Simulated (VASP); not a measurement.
## WC (Qusongite): band structure with PBE0

WC (Qusongite):

```xyz
2
Lattice="2.9065 0.0000 0.0000 -1.4532 2.5171 0.0000 0.0000 0.0000 2.8366" Properties=species:S:1:pos:R:3 pbc="T T T"
W     0.0000    0.0000    0.0000
C     1.4533    0.8390    1.4183
```

```json
{
  "Program": "VASP 6.6.1",
  "Task": "band structure",
  "Functional": "PBE0",
  "Potentials or basis": "VASP PAW PBE potentials, release 64 (W_sv, C)",
  "Cutoff": "520 eV",
  "k mesh": "5 × 5 × 5",
  "Occupations": "fermi-dirac, width 0.05 eV",
  "Spin": "no spin polarisation",
  "Grid for exact exchange (PRECFOCK)": "Fast",
  "Exchange at q = 0": "default",
  "Further INCAR settings": "ALGO = Normal; EDIFF = 1e-06"
}
```

The pressure is -3.5 GPa.

Stress tensor (GPa, compression positive):
```
-1.77  0.00  0.00
 0.00 -1.77  0.00
 0.00  0.00 -6.89
```

Levels at the corners of the path, in eV from the Fermi level:
```csv
point,band 7,band 8,band 9,band 10,band 11,band 12
Γ,-4.59,-4.59,-0.64,3.98,3.98,6.64
M,-4.57,-4.55,-1.07,2.98,5.33,5.77
M,-4.57,-4.55,-1.07,2.98,5.33,5.77
K,-5.68,-4.32,0.87,1.04,2.40,3.90
K,-5.68,-4.32,0.87,1.04,2.40,3.90
Γ,-4.59,-4.59,-0.64,3.98,3.98,6.64
Γ,-4.59,-4.59,-0.64,3.98,3.98,6.64
A,-2.89,-2.89,-1.00,-1.00,4.37,5.35
A,-2.89,-2.89,-1.00,-1.00,4.37,5.35
L,-5.29,-5.19,-0.27,5.24,6.13,7.62
L,-5.29,-5.19,-0.27,5.24,6.13,7.62
H,-6.49,-2.37,-1.23,5.10,7.45,8.70
H,-6.49,-2.37,-1.23,5.10,7.45,8.70
A,-2.89,-2.89,-1.00,-1.00,4.37,5.35
L,-5.29,-5.19,-0.27,5.24,6.13,7.62
M,-4.57,-4.55,-1.07,2.98,5.33,5.77
K,-5.68,-4.32,0.87,1.04,2.40,3.90
H,-6.49,-2.37,-1.23,5.10,7.45,8.70
```

Run time: 15 min on 1 thread of Intel(R) Xeon(R) 6975P-C (Granite Rapids), with other jobs on the host, peak memory 0.16 GiB.

Caveat: the k mesh is coarse (spacing up to 0.50 Å⁻¹), so the values aren't converged, least of all with exact exchange; an unscreened hybrid on a path of extra k points without a Coulomb cutoff has errors near the mesh points, so the bands along the path aren't reliable; the PAW data sets were made with another functional, which shifts forces and pressure a little; spin-orbit coupling is left out, which moves the levels of the heavy elements.
